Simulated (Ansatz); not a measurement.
# Te2Mo: the cost of one run

Method: DFT PBE+D3(BJ), scalar-relativistic, plane waves, PAW, in Ansatz 0.2.0.

## 1. The starting structure

The structure is monoclinic, space group Pm (No. 6). Conventional cell: a = 6.330 Å, b = 3.469 Å, c = 28.021 Å, α = 90.00°, β = 90.00°, γ = 90.00°. Te (site symmetry m) is surrounded by 3 Mo at 2.70 to 2.71 Å. Te (site symmetry m) is surrounded by 3 Mo at 2.79 to 2.81 Å. Around Mo (site symmetry m) lie 6 Te at 2.70 to 2.81 Å and 2 Mo at 2.90 Å. Te (site symmetry m) is surrounded by 3 Mo at 2.70 Å. Te (site symmetry m) has 3 Mo at 2.79 to 2.82 Å as nearest neighbours. Only part of the 12 independent sites is listed.

As a file:

```cif
data_structure
_symmetry_space_group_name_H-M 'P 1'
_symmetry_Int_Tables_number 1
_cell_length_a 3.4690
_cell_length_b 6.3300
_cell_length_c 28.0206
_cell_angle_alpha 90.000
_cell_angle_beta 90.000
_cell_angle_gamma 90.000
_cell_volume 615.30
loop_
_atom_site_label
_atom_site_type_symbol
_atom_site_fract_x
_atom_site_fract_y
_atom_site_fract_z
_atom_site_occupancy
Te1 Te 0.25000 0.50421 0.30335 1
Te2 Te 0.75000 0.99714 0.32501 1
Mo1 Mo 0.75000 0.60810 0.37332 1
Mo2 Mo 0.25000 0.24233 0.37984 1
Te3 Te 0.25000 0.85328 0.42815 1
Te4 Te 0.75000 0.34622 0.44981 1
Te5 Te 0.75000 0.77565 0.54999 1
Te6 Te 0.25000 0.27726 0.57175 1
Mo3 Mo 0.25000 0.66823 0.61967 1
Mo4 Mo 0.75000 0.03262 0.62697 1
Te7 Te 0.75000 0.42360 0.67489 1
Te8 Te 0.25000 0.92520 0.69665 1
```

Two layers cut from the bulk, bulk lattice in the plane.

## 2. Relaxing the atoms

The input, input.yaml:

```yaml
crystal:
  lattice:
    - [3.469, 0.0, 0.0]
    - [0.0, 6.33, 0.0]
    - [0.0, 0.0, 28.0206132451]
  atoms:
    - { symbol: Te, position: [0.25, 0.50421053, 0.3033481075] }
    - { symbol: Te, position: [0.75, 0.99714432, 0.325011894] }
    - { symbol: Mo, position: [0.75, 0.60810123, 0.3733236118] }
    - { symbol: Mo, position: [0.25, 0.24232689, 0.3798375508] }
    - { symbol: Te, position: [0.25, 0.8532838, 0.4281492687] }
    - { symbol: Te, position: [0.75, 0.34621759, 0.4498130551] }
    - { symbol: Te, position: [0.75, 0.7756545, 0.5499895531] }
    - { symbol: Te, position: [0.25, 0.27725838, 0.5717520303] }
    - { symbol: Mo, position: [0.25, 0.66823495, 0.6196689646] }
    - { symbol: Mo, position: [0.75, 0.03262129, 0.6269724707] }
    - { symbol: Te, position: [0.75, 0.42359786, 0.6748894153] }
    - { symbol: Te, position: [0.25, 0.92520174, 0.6966518925] }
basis:
  ecutwfc: 420.0
  fft_grid_basis: typed
kpoints:
  mp_grid: { grid: [7, 4, 1] }
hamiltonian:
  xc: pbe
  dispersion: d3bj
  pseudopotentials: { kind: paw }
scf:
  occupations: { method: gaussian, width: 0.05 }
output:
  forces: true
  eigenvalues: true
efield:
  axis: 3
  dipole_correction: true
  ramp_width: 0.04
relax:
  adjacent_minimum: "off"
  f_tol: 0.04
  max_steps: 40
```

Run with:

```
$ ansatz run input.yaml --threads 4 --pin off --max-ram 8847MiB --backend cpu --events-out ev --progress --plain --runs-dir out
```

**Question.** How long does this run take on 4 threads of Arm Neoverse V1, shared host, and how much memory does it need?

About 3.2 min, with a peak of 1.9 GiB.
